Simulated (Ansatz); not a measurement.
# WS2 (R3m) in Ansatz: notebook

One crystal, WS2, is run at these levels: LDA, r2SCAN; tasks: band structure, single point, equation of state.

All numbers are computed with Ansatz 0.2.0; they aren't measurements. Logs are shortened: lines on timing, memory, paths and dates and some standing lists are left out, and cuts for length are marked.

### Step 1. The crystal as given

It takes space group R3m (No. 160, trigonal). Conventional cell: a = 3.158 Å, b = 3.158 Å, c = 18.490 Å, α = 90.00°, β = 90.00°, γ = 120.00°. W (site symmetry 3m) has 6 S at 2.39 to 2.42 Å as nearest neighbours. S (site symmetry 3m) has 3 W at 2.42 Å as nearest neighbours. Around S (site symmetry 3m) lie 3 W at 2.39 Å.

Measurements of this composition are mostly on another form, of space group No. 194.

### Step 2. Band structure, LDA

Contents of input.yaml:

```yaml
crystal:
  lattice:
    - [1.579, 0.9116360751, 6.1633333333]
    - [-1.579, 0.9116360751, 6.1633333333]
    - [0.0, -1.8232721501, 6.1633333333]
  atoms:
    - { symbol: W, position: [0.0, 0.0, 0.0] }
    - { symbol: S, position: [0.581, 0.581, 0.581] }
    - { symbol: S, position: [0.7503, 0.7503, 0.7503] }
hamiltonian:
  xc: lda
  pseudopotentials: { kind: paw }
kpoints:
  mp_grid: { grid: [10, 10, 10] }
  band_path:
    path:
      - [[0.0, 0.0, 0.0], [0.5, 0.0, 0.0], [0.5, 0.1812521368, -0.1812521368]]
      - [[0.8187478632, 0.5, 0.1812521368], [0.5, 0.5, 0.5], [0.0, 0.0, 0.0], [0.3406260684, 0.0, -0.3406260684]]
      - [[0.6593739316, 0.3406260684, 0.0], [0.5, 0.5, 0.0], [0.6593739316, 0.6593739316, 0.1812521368], [0.5, 0.5, 0.5]]
      - [[0.5, 0.0, 0.0], [0.8187478632, 0.3406260684, 0.3406260684]]
    npoints: 14
scf:
  occupations: { method: fermi_dirac, width: 0.05 }
  n_extra_bands: 7
output:
  forces: true
  stress: true
  eigenvalues: true
  fatbands: true
```

Potentials or basis: Ansatz PAW.

Launch:

```console
$ ansatz run input.yaml --threads 2 --pin off --max-ram 5632MiB --backend cpu --events-out ev --progress --plain --runs-dir out
```

Standard output:

```text
Warning: RAYON_NUM_THREADS=2 ignored (pool sized by the plan → 2); use --threads N
basis.fft_grid_basis auto: the FFT boxes are laid along the combinations [[1, 0, -1], [0, 1, -1], [0, 0, 1]] of the cell's own vectors, 3.158, 3.158 and 6.427 Å long. The dense box has 24×24×45 points. Along the cell's own vectors, as sized, it would have 45×45×45, 3.52 times as many. Of the 6 symmetry operations that the crystal satisfies within crystal.symmetry.tolerance (time reversal apart; of a slab, those that keep its plane) the dense box along the cell's own vectors carries 6, and the one as laid loses 4 of those. basis.fft_grid_basis: typed keeps the cell's own vectors: state it where this run's energies or levels are differenced outside the engine with another run's, or held beside a run that keeps those vectors.
scf.n_extra_bands = 7 over 13 filled bands (N_el = 26.0): the run solves 20 bands
Engine: ansatz 0.2.0, aarch64-unknown-linux-gnu
Pseudopotentials: kind: paw
Pseudopotential: W, paw, valence charge 14, recommended cutoff 420 eV (normal), W.paw.azcp
Pseudopotential: S, paw, valence charge 6, recommended cutoff 420 eV (normal), S.paw.azcp
Functional definition: SPW92
  exchange = slater_x
  correlation = pw_c
Crystal: 3 atoms, lattice volume = 53.232 Å³
Basis set: ecut = 420 eV, 1011 PW (Γ), FFT grids on a1−a3, a2−a3, a3
Bands: 20, of which v1, the nominal top of the filled ones, is band 13 counted from 1 (12 counted from 0)
Symmetry: 6 space group operations
Space group: R3m (ITA 160), of the structure as read, at distance tolerance 3.8e-5 Å
k-points: 116 of 1000 (time reversal used)
Non-local potential: W, projectors of the file, l = 0: 3, l = 1: 2, l = 2: 2, l = 3: 1
Non-local potential: S, projectors of the file, l = 0: 2, l = 1: 2, l = 2: 2
PAW form: soft (Blöchl's): semilocal exchange-correlation on the pseudo side does not see the compensation charge
PAW frozen core: W, regenerated for the run's functional, and the local potential with it (the file was generated under x = pbe(κ = 0.804, μ = 0.2195149727645171), c = pbe(β = 0.06672455060314922))
PAW frozen core: S, regenerated for the run's functional, and the local potential with it (the file was generated under x = pbe(κ = 0.804, μ = 0.2195149727645171), c = pbe(β = 0.06672455060314922))
PAW one-centre angular grid: W, 590 points (default); XC on 64 Gauss nodes
PAW one-centre angular grid: S, 110 points (default); XC on 64 Gauss nodes
Initial density: superposition of atomic densities (neutral atoms: chi_scale 0, normalization atom), corrected by the library's trained network
Initial wavefunctions: pseudopotential atomic-orbital guess
Functional: x = slater, c = lda
SCF iter   1: F=—  HF=-11871.678940 eV  |F-HF|=—  |Δ(HF+E_count)|=         —  Δρ=9.98e-3  dr2=8.39e-2  ethr=1.77e-3  ⟨swp⟩=6.0  Hψ=13324  notcnv=0
preconditioner: auto → none  [insulator: Δε(μ)=0.977 eV  Ē_g=10.737 eV  σ=0.050 eV  W_gap=1.00  n_scr=16 (ndim 8)  ℏωp=21.6 eV  f_vac=0.015  D(μ)=0.00/eV (n_scr^D=0)  ε∞_Penn≈5.0]
SCF iter   2: F=—  HF=-11871.705251 eV  |F-HF|=—  |Δ(HF+E_count)|=   2.63e-2  Δρ=1.16e-2  dr2=2.47e-1  ethr=3.23e-4  ⟨swp⟩=3.8  Hψ=5243  notcnv=0  defer=229  recentre
SCF iter   3: F=—  HF=-11871.666443 eV  |F-HF|=—  |Δ(HF+E_count)|=   3.88e-2  Δρ=4.45e-3  dr2=8.33e-3  ethr=3.23e-4  ⟨swp⟩=2.9  Hψ=3593  notcnv=0  defer=229
SCF iter   4: F=—  HF=-11871.665722 eV  |F-HF|=—  |Δ(HF+E_count)|=   7.22e-4  Δρ=1.03e-3  dr2=2.64e-4  ethr=3.20e-5  ⟨swp⟩=1.9  Hψ=2769  notcnv=0  defer=227
SCF iter   5: F=—  HF=-11871.665741 eV  |F-HF|=—  |Δ(HF+E_count)|=   1.89e-5  Δρ=1.70e-4  dr2=3.06e-5  ethr=1.02e-6  ⟨swp⟩=2.1  Hψ=2876  notcnv=0  defer=227
SCF iter   6: F=—  HF=-11871.665735 eV  |F-HF|=—  |Δ(HF+E_count)|=   5.48e-6  Δρ=1.06e-4  dr2=2.41e-6  ethr=1.18e-7  ⟨swp⟩=2.3  Hψ=2850  notcnv=0  defer=227
SCF iter   7: F=—  HF=-11871.665736 eV  |F-HF|=—  |Δ(HF+E_count)|=   2.13e-7  Δρ=2.44e-5  dr2=2.35e-7  ethr=9.27e-9  ⟨swp⟩=2.3  Hψ=3076  notcnv=0  defer=227
SCF iter   8: F=-11871.665735 eV  HF=-11871.665735 eV  |F-HF|=2.14e-8  |Δ(HF+E_count)|=   2.51e-8  Δρ=6.69e-6  dr2=3.03e-8  ethr=3.85e-10  ⟨swp⟩=9.8  Hψ=9964  notcnv=0
SCF 1 converged in 8 iterations: F = -11871.665735 eV  dr2 = 3.03e-8
NSCF: frozen V_eff on 130 k-points
SCF converged after 8 iterations
Free energy (F): -11871.665735 eV
Harris-Foulkes:  -11871.665735 eV  (|F-HF|=2.14e-8)
Internal energy: -11871.665735 eV  (E = F + TS)
E sigma→0 (E₀):  -11871.665735 eV
Entropy (-TS):   -0.000001 eV (-0.000 meV/atom)
Fermi energy:    11.934282 eV
--- Per-component energies (eV) ---
  E_band       = -192.926426
  E_kinetic    = 668.004750
  E_local      = -1766.529072  (includes V_loc(G=0)·N_el)
  E_nonlocal   = 65.204660
  E_hartree    = 699.041182
  E_xc         = -458.961197
  E_vxc        = -416.219146  (∫ρ·V_xc dr)
  E_paw        = -9447.336080  (= ΣΔE_a)
  E_vpaw       = -141.466846  (= ΣTr[D̂ρ^β])
  E_aug_tail   = -0.000068  (compensation charges beyond the density's cutoff)
  E_ewald      = -1631.679458
  E_core_change = 0.589548  (= ΣΔE_core)
  E_smearing   = -0.000001  (= −TS)
  E_closure    = 0.000000  (closes the sum)
  Σ components = -11871.665735   (vs F -11871.665735, Δ=0.00e0)
--- Forces (eV/Å), atoms counted from 1 ---
  atom   1  W      0.00000000    -0.00000000    -0.58483238
  atom   2  S      0.00000000     0.00000000     0.56550146
  atom   3  S      0.00000000     0.00000000     0.01932271
  max |Σ_I F_I| component: 8.21e-6 eV/Å
--- Stress (GPa, compression-positive) ---
       -3.807915       0.000000       0.000000
        0.000000      -3.807915       0.000000
        0.000000       0.000000      -3.335595
  P = ⅓ Tr σ = -3.6505 GPa (-36.505 kbar)
--- Band table (eV; the first three rows and the last of 116) ---
  k-point 0: bands = ["-63.0705", "-27.3672", "-27.1795", "-27.1795", "-4.1291", "-2.1114", "3.8137", "7.9378", "7.9378", "9.1913", "9.1913", "9.9461", "10.2425", "13.6526", "13.6526", "14.0158", "14.0158", "16.0885", "19.1572", "19.7982"]
  k-point 1: bands = ["-63.0687", "-27.3607", "-27.2154", "-27.1878", "-3.9565", "-2.0627", "4.0251", "7.5185", "8.1057", "8.5875", "8.9312", "10.0354", "10.3565", "13.4181", "13.6868", "13.7909", "14.0340", "16.8438", "19.7322", "19.9443"]
  k-point 2: bands = ["-63.0639", "-27.3437", "-27.3081", "-27.2095", "-3.4746", "-1.9264", "4.5638", "6.6393", "7.6166", "8.3330", "8.6003", "9.8236", "10.1264", "12.8145", "13.5684", "13.9984", "14.5828", "17.9810", "19.7869", "20.3370"]
  k-point 115: bands = ["-63.0705", "-27.3672", "-27.1796", "-27.1796", "-3.9001", "-2.5535", "4.8798", "7.5995", "7.9223", "7.9223", "9.2235", "9.2235", "11.4903", "13.7689", "13.7689", "13.8544", "13.8544", "16.3309", "19.6433", "21.1356"]
```

Run time: 11 s. Hardware: 2 threads of Arm Neoverse V2, shared host; peak memory 0.41 GiB.

Results:

```
Free energy             : -11871.6657 eV
Pressure                : -3.7 GPa
Largest force           : 0.585 eV/Å
Band gap on the k mesh  : 0.98 eV, indirect (least direct gap 2.22 eV)
Band gap along the path : 0.94 eV, indirect (least direct gap 1.88 eV)
```

Forces in eV/Å, atoms in the order of the input:
```
W    0.000  0.000 -0.585
S    0.000  0.000  0.566
S    0.000  0.000  0.019
```

Levels at the corners of the path, in eV from the valence-band top:
| point | band 10 | band 11 | band 12 | band 13 | band 14 | band 15 | band 16 | band 17 |
| --- | --- | --- | --- | --- | --- | --- | --- | --- |
| Γ | -2.30 | -2.30 | -1.54 | -1.25 | 2.16 | 2.16 | 2.53 | 2.53 |
| L | -4.17 | -2.55 | -1.79 | -1.72 | 2.24 | 2.53 | 3.53 | 3.83 |
| B1 | -4.61 | -4.06 | -3.00 | -0.72 | 1.21 | 2.46 | 3.49 | 4.78 |
| B | -4.61 | -4.06 | -3.00 | -0.72 | 1.21 | 2.46 | 3.49 | 4.78 |
| Z | -3.57 | -2.27 | -2.27 | 0.00 | 2.28 | 2.28 | 2.36 | 2.36 |
| Γ | -2.30 | -2.30 | -1.54 | -1.25 | 2.16 | 2.16 | 2.53 | 2.53 |
| X | -4.62 | -3.98 | -3.05 | -0.70 | 1.18 | 2.47 | 3.44 | 4.83 |
| Q | -4.62 | -3.98 | -3.05 | -0.70 | 1.18 | 2.47 | 3.44 | 4.83 |
| F | -4.09 | -3.17 | -1.99 | -1.53 | 2.20 | 2.65 | 3.13 | 4.34 |
| P1 | -4.10 | -3.03 | -1.95 | -1.56 | 2.20 | 2.70 | 3.17 | 4.20 |
| Z | -3.57 | -2.27 | -2.27 | 0.00 | 2.28 | 2.28 | 2.36 | 2.36 |
| L | -4.17 | -2.55 | -1.79 | -1.72 | 2.24 | 2.53 | 3.53 | 3.83 |
| P | -4.10 | -3.03 | -1.95 | -1.56 | 2.20 | 2.70 | 3.17 | 4.20 |

Caveat: spin-orbit coupling is left out, which moves the levels of the heavy elements; the PAW data sets come from PBE, with cores solved anew for the run's functional, which leaves a small shift of forces and pressure.

### Step 3. Single point, LDA, 16.68 Å³/atom (volume scaled by 0.94)

Contents of input.yaml:

```yaml
crystal:
  lattice:
    - [1.5467664657, 0.8930260354, 6.0375157167]
    - [-1.5467664657, 0.8930260354, 6.0375157167]
    - [0.0, -1.7860520706, 6.0375157167]
  atoms:
    - { symbol: W, position: [0.0, 0.0, 0.0] }
    - { symbol: S, position: [0.581, 0.581, 0.581] }
    - { symbol: S, position: [0.7503, 0.7503, 0.7503] }
hamiltonian:
  xc: lda
  pseudopotentials: { kind: paw }
kpoints:
  mp_grid: { grid: [10, 10, 10] }
scf:
  occupations: { method: fermi_dirac, width: 0.05 }
output:
  forces: true
  stress: true
  eigenvalues: true
```

Potentials or basis: Ansatz PAW.

Launch:

```console
$ ansatz run input.yaml --threads 2 --pin off --max-ram 5632MiB --backend cpu --events-out ev --progress --plain --runs-dir out
```

Standard output:

```text
Warning: RAYON_NUM_THREADS=2 ignored (pool sized by the plan → 2); use --threads N
basis.fft_grid_basis auto: the FFT boxes are laid along the combinations [[1, 0, -1], [0, 1, -1], [0, 0, 1]] of the cell's own vectors, 3.094, 3.094 and 6.296 Å long. The dense box has 24×24×45 points. Along the cell's own vectors, as sized, it would have 45×45×45, 3.52 times as many. Of the 6 symmetry operations that the crystal satisfies within crystal.symmetry.tolerance (time reversal apart; of a slab, those that keep its plane) the dense box along the cell's own vectors carries 6, and the one as laid loses 4 of those. basis.fft_grid_basis: typed keeps the cell's own vectors: state it where this run's energies or levels are differenced outside the engine with another run's, or held beside a run that keeps those vectors.
[... 7 set-up lines as earlier in the session ...]
[... 48 lines left out ...]
  Σ components = -11871.630407   (vs F -11871.630407, Δ=0.00e0)
--- Forces (eV/Å), atoms counted from 1 ---
  atom   1  W      0.00000000    -0.00000000    -0.67567563
  atom   2  S      0.00000000    -0.00000000    -0.56449903
  atom   3  S     -0.00000000     0.00000000     1.24017401
  max |Σ_I F_I| component: 6.48e-7 eV/Å
--- Stress (GPa, compression-positive) ---
        7.314302       0.000000      -0.000000
        0.000000       7.314302       0.000000
       -0.000000       0.000000       8.836756
  P = ⅓ Tr σ = 7.8218 GPa (78.218 kbar)
--- Band table (eV; the first three rows and the last of 116) ---
  k-point 0: bands = ["-61.9113", "-26.2917", "-26.0347", "-26.0347", "-3.5352", "-1.2638", "4.4409", "8.7581", "8.7581", "10.1379", "10.1379", "10.9555", "11.1947", "14.8566", "14.8566", "15.3262", "15.3262"]
  k-point 1: bands = ["-61.9088", "-26.2832", "-26.0807", "-26.0452", "-3.3448", "-1.2173", "4.6653", "8.3263", "8.9466", "9.4829", "9.8548", "11.0071", "11.3924", "14.6529", "14.9062", "15.0564", "15.2957"]
  k-point 2: bands = ["-61.9023", "-26.2608", "-26.1995", "-26.0726", "-2.8133", "-1.0871", "5.2264", "7.4428", "8.4467", "9.2135", "9.4971", "10.8354", "11.1283", "13.9583", "14.8175", "15.2321", "15.8856"]
  k-point 115: bands = ["-61.9113", "-26.2918", "-26.0347", "-26.0347", "-3.2833", "-1.7766", "5.6012", "8.4423", "8.7427", "8.7427", "10.1714", "10.1714", "12.6310", "14.9921", "14.9921", "15.1356", "15.1356"]
```

It took 4.3 s on 2 threads of Arm Neoverse V2, shared host; peak memory 0.39 GiB.

What came out:

| Quantity | Value |
| --- | --- |
| Free energy | -11871.6304 eV |
| Pressure | 7.8 GPa |
| Largest force | 1.240 eV/Å |
| Band gap on the k mesh | 0.91 eV, indirect (least direct gap 2.36 eV) |

Caveat: spin-orbit coupling is left out, which moves the levels of the heavy elements; the PAW data sets come from PBE, with cores solved anew for the run's functional, which leaves a small shift of forces and pressure; forces of over 1 eV/Å show positions far from the minimum, so gaps and moduli don't describe the material at rest.

### Step 4. Single point, LDA, 17.03 Å³/atom (volume scaled by 0.96)

input.yaml, as its differences from that of step 3:

```diff
@@ -2,5 +2,5 @@
   lattice:
-    - [1.5467664657, 0.8930260354, 6.0375157167]
-    - [-1.5467664657, 0.8930260354, 6.0375157167]
-    - [0.0, -1.7860520706, 6.0375157167]
+    - [1.5576595461, 0.8993151583, 6.0800348339]
+    - [-1.5576595461, 0.8993151583, 6.0800348339]
+    - [0.0, -1.7986303165, 6.0800348339]
   atoms:
```

Launch:

```console
$ ansatz run input.yaml --threads 2 --pin off --max-ram 5632MiB --backend cpu --events-out ev --progress --plain --runs-dir out
```

Wall time 4.4 s (2 threads of Arm Neoverse V2, shared host); peak memory 0.39 GiB.

Results (log left out):

```
Free energy            : -11871.6680 eV
Pressure               : 3.6 GPa
Largest force          : 0.801 eV/Å
Band gap on the k mesh : 0.94 eV, indirect (least direct gap 2.34 eV)
```

Caveat: spin-orbit coupling is left out, which moves the levels of the heavy elements; the PAW data sets come from PBE, with cores solved anew for the run's functional, which leaves a small shift of forces and pressure.

### Step 5. Single point, LDA, 17.39 Å³/atom (volume scaled by 0.98)

input.yaml, as its differences from that of step 4:

```diff
@@ -2,5 +2,5 @@
   lattice:
-    - [1.5576595461, 0.8993151583, 6.0800348339]
-    - [-1.5576595461, 0.8993151583, 6.0800348339]
-    - [0.0, -1.7986303165, 6.0800348339]
+    - [1.5684023653, 0.9055175278, 6.1219674337]
+    - [-1.5684023653, 0.9055175278, 6.1219674337]
+    - [0.0, -1.8110350555, 6.1219674337]
   atoms:
@@ -20 +20,5 @@
   eigenvalues: true
+  write_density: true
+  write_potential: true
+  elf: true
+  volumetric_format: npy
```

Launch:

```console
$ ansatz run input.yaml --threads 2 --pin off --max-ram 5632MiB --backend cpu --events-out ev --progress --plain --runs-dir out
```

It took 6.3 s on 2 threads of Arm Neoverse V2, shared host; peak memory 0.4 GiB.

It converged, with:

| Item | Value |
| --- | --- |
| Free energy | -11871.6789 eV |
| Pressure | -0.2 GPa |
| Largest force | 0.613 eV/Å |
| Band gap on the k mesh | 0.96 eV, indirect (least direct gap 2.28 eV) |

Caveat: spin-orbit coupling is left out, which moves the levels of the heavy elements; the PAW data sets come from PBE, with cores solved anew for the run's functional, which leaves a small shift of forces and pressure.

### Step 6. Single point, LDA, 17.74 Å³/atom

input.yaml, as its differences from that of step 5:

```diff
@@ -2,5 +2,5 @@
   lattice:
-    - [1.5684023653, 0.9055175278, 6.1219674337]
-    - [-1.5684023653, 0.9055175278, 6.1219674337]
-    - [0.0, -1.8110350555, 6.1219674337]
+    - [1.579, 0.9116360751, 6.1633333333]
+    - [-1.579, 0.9116360751, 6.1633333333]
+    - [0.0, -1.8232721501, 6.1633333333]
   atoms:
```

Potentials or basis: Ansatz PAW.

Launch:

```console
$ ansatz run input.yaml --threads 2 --pin off --max-ram 5632MiB --backend cpu --events-out ev --progress --plain --runs-dir out
```

Wall time 6.3 s (2 threads of Arm Neoverse V2, shared host); peak memory 0.4 GiB.

It converged, with:

```yaml
Free_energy: -11871.6657 eV
Pressure: -3.7 GPa
Largest_force: 0.585 eV/Å
Band_gap_on_the_k_mesh: 0.98 eV, indirect (least direct gap 2.22 eV)
```

Caveat: spin-orbit coupling is left out, which moves the levels of the heavy elements; the PAW data sets come from PBE, with cores solved anew for the run's functional, which leaves a small shift of forces and pressure.

### Step 7. Single point, LDA, 18.10 Å³/atom (volume scaled by 1.02)

input.yaml, as its differences from that of step 6:

```diff
@@ -2,5 +2,5 @@
   lattice:
-    - [1.579, 0.9116360751, 6.1633333333]
-    - [-1.579, 0.9116360751, 6.1633333333]
-    - [0.0, -1.8232721501, 6.1633333333]
+    - [1.5894572584, 0.917673576, 6.2041512999]
+    - [-1.5894572584, 0.917673576, 6.2041512999]
+    - [0.0, -1.835347152, 6.2041512999]
   atoms:
```

Launch:

```console
$ ansatz run input.yaml --threads 2 --pin off --max-ram 5632MiB --backend cpu --events-out ev --progress --plain --runs-dir out
```

Wall time 6.4 s (2 threads of Arm Neoverse V2, shared host); peak memory 0.4 GiB.

It converged, with:

```yaml
Free_energy: -11871.6311 eV
Pressure: -6.7 GPa
Largest_force: 0.886 eV/Å
Band_gap_on_the_k_mesh: 1.00 eV, indirect (least direct gap 2.16 eV)
```

Caveat: spin-orbit coupling is left out, which moves the levels of the heavy elements; the PAW data sets come from PBE, with cores solved anew for the run's functional, which leaves a small shift of forces and pressure.

### Step 8. Single point, LDA, 18.45 Å³/atom (volume scaled by 1.04)

Contents of input.yaml:

```yaml
crystal:
  lattice:
    - [1.5997786986, 0.9236326623, 6.2444391255]
    - [-1.5997786986, 0.9236326623, 6.2444391255]
    - [0.0, -1.8472653246, 6.2444391255]
  atoms:
    - { symbol: W, position: [0.0, 0.0, 0.0] }
    - { symbol: S, position: [0.581, 0.581, 0.581] }
    - { symbol: S, position: [0.7503, 0.7503, 0.7503] }
hamiltonian:
  xc: lda
  pseudopotentials: { kind: paw }
kpoints:
  mp_grid: { grid: [10, 10, 10] }
scf:
  occupations: { method: fermi_dirac, width: 0.05 }
output:
  forces: true
  stress: true
  eigenvalues: true
```

Launch:

```console
$ ansatz run input.yaml --threads 2 --pin off --max-ram 5632MiB --backend cpu --events-out ev --progress --plain --runs-dir out
```

Run time: 4.4 s. Hardware: 2 threads of Arm Neoverse V2, shared host; peak memory 0.4 GiB.

Results (log left out):

| Item | Value |
| --- | --- |
| Free energy | -11871.5773 eV |
| Pressure | -9.4 GPa |
| Largest force | 1.183 eV/Å |
| Band gap on the k mesh | 1.02 eV, indirect (least direct gap 2.11 eV) |

Caveat: spin-orbit coupling is left out, which moves the levels of the heavy elements; the PAW data sets come from PBE, with cores solved anew for the run's functional, which leaves a small shift of forces and pressure; forces of over 1 eV/Å show positions far from the minimum, so gaps and moduli don't describe the material at rest.

### Step 9. Single point, LDA, 18.81 Å³/atom (volume scaled by 1.06)

input.yaml, as its differences from that of step 8:

```diff
@@ -2,5 +2,5 @@
   lattice:
-    - [1.5997786986, 0.9236326623, 6.2444391255]
-    - [-1.5997786986, 0.9236326623, 6.2444391255]
-    - [0.0, -1.8472653246, 6.2444391255]
+    - [1.6099686466, 0.9295158316, 6.2842136955]
+    - [-1.6099686466, 0.9295158316, 6.2842136955]
+    - [0.0, -1.859031663, 6.2842136955]
   atoms:
```

Potentials or basis: Ansatz PAW.

Launch:

```console
$ ansatz run input.yaml --threads 2 --pin off --max-ram 5632MiB --backend cpu --events-out ev --progress --plain --runs-dir out
```

Run time: 4.4 s. Hardware: 2 threads of Arm Neoverse V2, shared host; peak memory 0.4 GiB.

It converged, with:

- Free energy: -11871.5062 eV
- Pressure: -11.9 GPa
- Largest force: 1.457 eV/Å
- Band gap on the k mesh: 1.04 eV, indirect (least direct gap 2.05 eV)

Caveat: spin-orbit coupling is left out, which moves the levels of the heavy elements; the PAW data sets come from PBE, with cores solved anew for the run's functional, which leaves a small shift of forces and pressure; forces of over 1 eV/Å show positions far from the minimum, so gaps and moduli don't describe the material at rest.

(Continued in part 2 of 2.)
